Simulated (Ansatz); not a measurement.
This run works on a generated trial structure, not on a known crystal.

Input and command of a plane-wave DFT calculation in Ansatz:

```yaml
crystal:
  lattice:
    - [3.0702950825, 0.0331091393, -0.022498687]
    - [1.5116801813, 2.6766317507, -0.0261813057]
    - [0.1397267119, 0.0732697626, 14.8348751753]
  atoms:
    - { symbol: Li, position: [0.8345749966, 0.333075397, 0.0833304408] }
    - { symbol: Li, position: [0.1655193886, 0.6667456186, 0.5833922833] }
    - { symbol: Li, position: [0.5040186086, 0.9997836979, 0.2499643154] }
    - { symbol: Li, position: [0.1654250034, 0.666924603, 0.9166695592] }
    - { symbol: Li, position: [0.4959813914, 0.0002163021, 0.7500356846] }
    - { symbol: Li, position: [0.8344806114, 0.3332543814, 0.4166077167] }
basis:
  ecutwfc: 420
kpoints:
  mp_grid: { grid: [14, 14, 4] }
hamiltonian:
  xc: pbe
scf:
  occupations: { method: fermi_dirac, width: 0.15 }
output:
  forces: true
  stress: true
  eigenvalues: true
relax:
  adjacent_minimum: "off"
  f_tol: 0.001
  max_steps: 60
  cell: { stress_tol: 0.01 }
```

```bash
ansatz run input.yaml --threads 1 --pin off --max-ram 2048MiB --backend cpu --events-out ev --progress --plain --runs-dir out
```

Processor: Intel(R) Xeon(R) 6975P-C (Granite Rapids), 1 thread, on a host shared with other jobs.

Problem. How long does it run, and how much memory does it take?

Solution. About 2.7 min, peak memory 0.94 GiB. It solves 15 bands at 396 k points (after reduction by symmetry) with about 2379 plane waves (on the last cell), in 54 SCF iterations over 8 ionic steps.
